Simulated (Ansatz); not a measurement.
## Cu in Ansatz: the effect of functional

The system is Cu.

```
Cu
1.0
     1.19359   -3.89520    0.00000
     1.19359    3.89520    0.00000
     0.00000    0.00000    2.42496
Cu
2
Direct
  0.86613 0.13387 0.75000
  0.13387 0.86613 0.25000
```

This isn't the form of Cu at room conditions, which is fcc.

The cell isn't the ideal one: volume scaled by 0.94.

Alike in all runs:

| Quantity | Value |
| --- | --- |
| Program | Ansatz 0.2.0 |
| Task | single point |
| Potentials or basis | Ansatz PAW |
| k mesh | 11 × 11 × 11 |
| Occupations | fermi-dirac, width 0.05 eV |
| Spin | no spin polarisation |

| functional | cutoff | pressure (GPa) | largest force (eV/Å) |
| --- | --- | --- | --- |
| LDA | 420 eV (not typed: the program's choice for these potentials) | 2.2 | 0.04 |
| PBEsol | 420 eV (not typed: the program's choice for these potentials) | 9.0 | 0.08 |
| r2SCAN | 500 eV (not typed: the program's choice for these potentials) | ? | ? |

**Question.** What does the run with functional r2SCAN give?

**Answer.** Pressure 10.9 GPa; largest force 0.10 eV/Å.

Caveats: the PAW data sets come from PBE, with cores solved anew for the run's functional, which leaves a small shift of forces and pressure.

Runs at the PBE level aren't shown here.
